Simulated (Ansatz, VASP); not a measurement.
## PbF2: VASP beside Ansatz

Contents of INCAR:

```
SYSTEM = PbF2
ALGO = Fast ; EDIFF = 1E-6
ENCUT = 520 ; GGA = PE
ISIF = 2 ; ISMEAR = -1
LASPH = .TRUE. ; LCHARG = .FALSE.
LREAL = .FALSE. ; LWAVE = .FALSE.
NBANDS = 37 ; NELM = 80
PREC = Accurate ; SIGMA = 0.02
```

KPOINTS

```
k-points
0
G
  3 5 5
  0 0 0
```

File POSCAR:

```
PbF2
1.0
    6.0240560000      0.0000000000      0.0000000000
    0.0000000000      3.0020500000      3.0112850000
    0.0000000000     -3.0020500000      3.0112850000
Pb F
2 4
Direct
    0.5000000000      0.9774789998      0.9774789998
    0.0000000000      0.4774789998      0.4774789998
    0.7647730001      0.9736079995      0.4586659998
    0.2352269999      0.4586659998      0.9736079995
    0.7352269999      0.4736079995      0.9586659998
    0.2647730001      0.9586659998      0.4736079995
```

Input for Ansatz:

```yaml
crystal:
  lattice:
    - [6.024056, 0.0, 0.0]
    - [0.0, 3.00205, 3.011285]
    - [0.0, -3.00205, 3.011285]
  atoms:
    - { symbol: Pb, position: [0.5, 0.9774789998289768, 0.9774789998289768] }
    - { symbol: Pb, position: [0.0, 0.4774789998289767, 0.4774789998289767] }
    - { symbol: F, position: [0.7647730001181928, 0.973607999469764, 0.4586659998361802] }
    - { symbol: F, position: [0.2352269998818072, 0.4586659998361802, 0.973607999469764] }
    - { symbol: F, position: [0.7352269998818072, 0.4736079994697639, 0.9586659998361802] }
    - { symbol: F, position: [0.26477300011819277, 0.9586659998361802, 0.4736079994697639] }
kpoints:
  mp_grid:
    grid: [3, 5, 5]
hamiltonian:
  xc: pbe
scf:
  occupations:
    method: fermi_dirac
    width: 0.02
output:
  write_density: true
  forces: true
  stress: true
  eigenvalues: true
```

The cell is a database's computed one.

Alike in both runs: task single point; functional PBE; k mesh 3 × 5 × 5; occupations fermi-dirac, width 0.02 eV; no spin polarisation.

|  | VASP | Ansatz |
| --- | --- | --- |
| version | VASP 6.6.1 | Ansatz 0.2.0 |
| potentials or method | VASP PAW PBE potentials, release 64 (Pb_d, F) | plane waves, PAW |
| plane-wave cutoff (eV) | 520 | 420 |
| valence electrons in the cell | 56 | 56 |

Ansatz gave:

| Property | Result |
| --- | --- |
| gap on the k mesh at the Fermi level (eV) | 4.42 |
| pressure (GPa) | -0.2 |
| largest component of the traceless stress (GPa) | 0.07 |
| rms of the force components (eV/Å) | 0.034 |

Which values does VASP return?

gap on the k mesh at the Fermi level (eV): 4.41; pressure (GPa): -0.5; largest component of the traceless stress (GPa): 0.08; rms of the force components (eV/Å): 0.035.

Atom by atom the forces differ by 0.001 eV/Å (rms over components). With one functional, cell and mesh, what is left measures potentials, basis and numerics.

Caveats: spin-orbit coupling is left out, which as a rule narrows the gap of such compounds by several tenths of an eV; an odd mesh through Γ misses points on the zone boundary, where band edges often lie. A hybrid or GW would open this gap; PBE tends to underestimate it.
